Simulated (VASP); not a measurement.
# Sc (Fm-3m) in VASP: a series of runs, part 2 of 2

VASP 6.6.1. Earlier steps stand in the parts before.

### Step 3. Single point, PBE

Input file run.py:

```python
from ase.calculators.vasp import Vasp
from ase.dft.bandgap import bandgap
from ase.io import read

atoms = read('Sc.xyz')
calc = Vasp(
    directory='calc',
    xc='pbe',
    pp='PBE',
    setups='gw',
    prec='Accurate',
    encut=550,
    ediff=1e-06,
    ismear=0,
    sigma=0.1,
    lreal=False,
    lasph=True,
    nelm=100,
    algo='Fast',
    isif=2,
    lwave=False,
    lcharg=False,
    kpts=[10, 10, 10],
    gamma=True,
)
atoms.calc = calc

print('energy (eV):', atoms.get_potential_energy())
print('free energy (eV):', atoms.get_potential_energy(force_consistent=True))
print('forces (eV/A):')
print(atoms.get_forces())
print('stress (eV/A^3, Voigt):', atoms.get_stress())
print('Fermi level (eV):', calc.get_fermi_level())
gap, top, bottom = bandgap(calc)
print('band gap (eV):', gap, 'from (spin, k, band)', top, 'to', bottom)
```

Input file Sc.xyz:

```xyz
1
Lattice="0.0000000000 2.2600000000 2.2600000000 2.2600000000 0.0000000000 2.2600000000 2.2600000000 2.2600000000 0.0000000000" Properties=species:S:1:pos:R:3 pbc="T T T"
Sc     0.0000000000      0.0000000000      0.0000000000
```

Potentials or basis: VASP PAW PBE potentials, release 64 (Sc_sv_GW).

Command:

```console
python run.py
```

The program printed:

```text
energy (eV): -8.62842634
free energy (eV): -8.63351514
forces (eV/A):
[[-0. -0.  0.]]
stress (eV/A^3, Voigt): [-0.01909163 -0.01909163 -0.01909163 -0.         -0.         -0.        ]
Fermi level (eV): 6.52993605
band gap (eV): 0.0 from (spin, k, band) (None, None, None) to (None, None, None)
```

OUTCAR:

```text
ENCUT = 550.000000
   EDIFF = 1.00e-06
   GGA = PE
   PREC = Accurate
   ISIF = 2
   ISMEAR = 0
   NELM = 100
   LASPH = .TRUE.
   LREAL = .FALSE.

 ion  position               nearest neighbor table
   1  0.000  0.000  0.000-

  LATTYP: Found a face centered cubic cell.
 ALAT       =     4.5200000000

[... 697 lines left out ...]
  Total        0.4407560      0.4407560      0.4407560     -0.0000000      0.0000000      0.0000000
  in kB       30.5881671     30.5881671     30.5881671     -0.0000000      0.0000000      0.0000000
  external PRESSURE =      30.5881671 kB  Pullay stress =       0.0000000 kB

 VOLUME and BASIS-vectors are now :
 -----------------------------------------------------------------------------
  energy-cutoff  :      550.00
  volume of cell :       23.09
      direct lattice vectors                 reciprocal lattice vectors
     0.000000000  2.260000000  2.260000000    -0.221238938  0.221238938  0.221238938
     2.260000000  0.000000000  2.260000000     0.221238938 -0.221238938  0.221238938
     2.260000000  2.260000000  0.000000000     0.221238938  0.221238938 -0.221238938

 POSITION                                       TOTAL-FORCE (eV/Angst)
 -----------------------------------------------------------------------------------
      0.00000      0.00000      0.00000        -0.000000     -0.000000      0.000000
 -----------------------------------------------------------------------------------
    total drift:                                0.000000      0.000000      0.000000

  FREE ENERGIE OF THE ION-ELECTRON SYSTEM (eV)
  ---------------------------------------------------
  free  energy   TOTEN  =        -8.6335151434 eV

  energy  without entropy=       -8.6233375383  energy(sigma->0) =       -8.62842634
```

INCAR:

```text
ENCUT = 550.000000
SIGMA = 0.100000
EDIFF = 1.00e-06
ALGO = Fast
GGA = PE
PREC = Accurate
ISIF = 2
ISMEAR = 0
NELM = 100
LASPH = .TRUE.
LCHARG = .FALSE.
LWAVE = .FALSE.
LREAL = .FALSE.
```

It took 25 s on 1 thread of Intel Xeon Platinum 8488C (Sapphire Rapids), shared host; peak memory 0.15 GiB.

What came out:

```
Free energy            : -8.6335 eV
Pressure               : 3.1 GPa
Band gap on the k mesh : none (metal or under the smearing width)
```

### Step 4. Relaxation of the atoms, r2SCAN0+rVV10 (volume scaled by 0.92)

Input file POSCAR:

```
Sc
1.0
    0.0000000000      2.1980507473      2.1980507473
    2.1980507473      0.0000000000      2.1980507473
    2.1980507473      2.1980507473      0.0000000000
Sc
1
Direct
    0.0000000000      0.0000000000      0.0000000000
```

Input file INCAR.step1:

```
SYSTEM = Sc
PREC = Accurate
ENCUT = 520
EDIFF = 1E-5
ISMEAR = 0
SIGMA = 0.05
LREAL = .False.
LASPH = .True.
NELM = 80
ALGO = Normal
LWAVE = .True.
LCHARG = .False.
GGA = PE
```

Input file INCAR.step2:

```
SYSTEM = Sc
PREC = Accurate
ENCUT = 520
EDIFF = 1E-6
ISMEAR = 0
SIGMA = 0.05
LREAL = .False.
LASPH = .True.
NELM = 80
ALGO = Normal
ISIF = 2
LWAVE = .False.
LCHARG = .False.
METAGGA = R2SCAN
LHFCALC = .True.
AEXX = 0.25
LMIXTAU = .True.
PRECFOCK = Fast
LUSE_VDW = .True.
IVDW_NL = 2
BPARAM = 11.95
CPARAM = 0.0093
IBRION = 2
NSW = 60
EDIFFG = -0.01
ISTART = 1
```

Input file KPOINTS:

```
regular mesh
0
Gamma
  5 5 5
  0 0 0
```

Potentials or basis: VASP PAW PBE potentials, release 64 (Sc_sv).

Command:

```console
cat potpaw_PBE.64/Sc_sv/POTCAR > POTCAR
cp INCAR.step1 INCAR
mpirun -np 1 vasp_std > vasp.out
cp INCAR.step2 INCAR
mpirun -np 1 vasp_std > vasp.out
```

Run time: 74 s. Hardware: 1 thread of Intel Xeon Platinum 8488C (Sapphire Rapids), shared host; peak memory 0.21 GiB.

Results (log left out):

```
Free energy             : -11.6150 eV
Pressure after relaxing : 14.2 GPa
Band gap on the k mesh  : none (metal or under the smearing width)
```

Final structure:
```cif
data_structure
_symmetry_space_group_name_H-M 'P 1'
_symmetry_Int_Tables_number 1
_cell_length_a 3.1085
_cell_length_b 3.1085
_cell_length_c 3.1085
_cell_angle_alpha 60.000
_cell_angle_beta 60.000
_cell_angle_gamma 60.000
_cell_volume 21.24
loop_
_atom_site_label
_atom_site_type_symbol
_atom_site_fract_x
_atom_site_fract_y
_atom_site_fract_z
_atom_site_occupancy
Sc1 Sc 0.00000 0.00000 0.00000 1
```

Levels at points of the mesh, in eV from the Fermi level:
```csv
k point,band 2,band 3,band 4,band 5,band 6,band 7,band 8,band 9
"(0.00, 0.00, 0.00)",-31.17,-31.17,-31.17,-7.23,3.22,3.22,3.22,5.18
```

Caveat: the k mesh is coarse (spacing up to 0.50 Å⁻¹), so the values aren't converged, least of all with exact exchange; the relaxation stopped at its first step, so nothing moved; the PAW data sets were made with another functional, which shifts forces and pressure a little.

### Step 5. Single point, BEEF-vdW

Input file INCAR:

```
PREC = Accurate
ENCUT = 500
EDIFF = 1E-6
ISMEAR = 0
SIGMA = 0.05
LREAL = False
LASPH = True
NELM = 60
ALGO = Fast
ISIF = 2
LWAVE = False
LCHARG = False
GGA = BF
LUSE_VDW = True
ZAB_VDW = -1.8867
NBANDS = 12
NELECT = 11.1
```

Input file KPOINTS:

```
regular mesh
0
Gamma
  10 10 10
```

Input file POSCAR:

```
Sc
1.0
    0.0000000000      2.2600000000      2.2600000000
    2.2600000000      0.0000000000      2.2600000000
    2.2600000000      2.2600000000      0.0000000000
Sc
1
Direct
    0.0000000000      0.0000000000      0.0000000000
```

Command:

```console
cat potpaw_PBE.64/Sc_sv/POTCAR > POTCAR
mpirun -np 1 vasp_std > vasp.out
```

Run time: 36 s. Hardware: 1 thread of Intel Xeon Platinum 8488C (Sapphire Rapids), shared host; peak memory 0.26 GiB.

These settings aren't checked as converged (typed here: NELECT = 11.1): the numbers below hold their error.

Results:

```
Free energy            : -3.1711 eV
Band gap on the k mesh : none (metal or under the smearing width)
```

Caveat: the cell is charged against a uniform background, so pressure and absolute levels hang on convention; the PAW data sets were made with another functional, which shifts forces and pressure a little.

### Step 6. The reference run

An earlier run on the cell as given: functional PBE; potentials or basis VASP PAW PBE potentials, release 64 (Sc_sv); cutoff 520 eV; k mesh 10 × 10 × 10; occupations fermi-dirac, width 0.05 eV; no spin polarisation.

* Pressure: 3.8 GPa
* Band gap on the k mesh: none (metal or under the smearing width)

### Step 7. Summary

| task | level | potentials or basis | cell | k mesh | cutoff (eV) | smearing | grid for exact exchange (PRECFOCK) | exchange at q = 0 | mesh quality | gap on the mesh (eV) | pressure (GPa) |
| --- | --- | --- | --- | --- | --- | --- | --- | --- | --- | --- | --- |
| single point | PBE | VASP PAW PBE potentials, release 64 (Sc_sv_GW) | as given | 10 × 10 × 10 | 550 | gaussian 0.1 eV | - | - | not flagged | none | 3.1 |
| relaxation of the atoms | r2SCAN0+rVV10 | VASP PAW PBE potentials, release 64 (Sc_sv) | atoms relaxed from: volume scaled by 0.92 | 5 × 5 × 5 | 520 | gaussian 0.05 eV | Fast | default | coarse | none | 14.2 |
| single point | PBE | VASP PAW PBE potentials, release 64 (Sc_sv) | as given | 10 × 10 × 10 | 520 | fermi-dirac 0.05 eV | - | - | not flagged | none | 3.8 |

Alike in all rows: no spin polarisation.

Caveats: some runs use coarse meshes; the relaxation stopped at its first step, so nothing moved (some runs); the PAW data sets were made with another functional, which shifts forces and pressure a little (some runs).

Absolute energies hang on the potentials; compare differences alone.
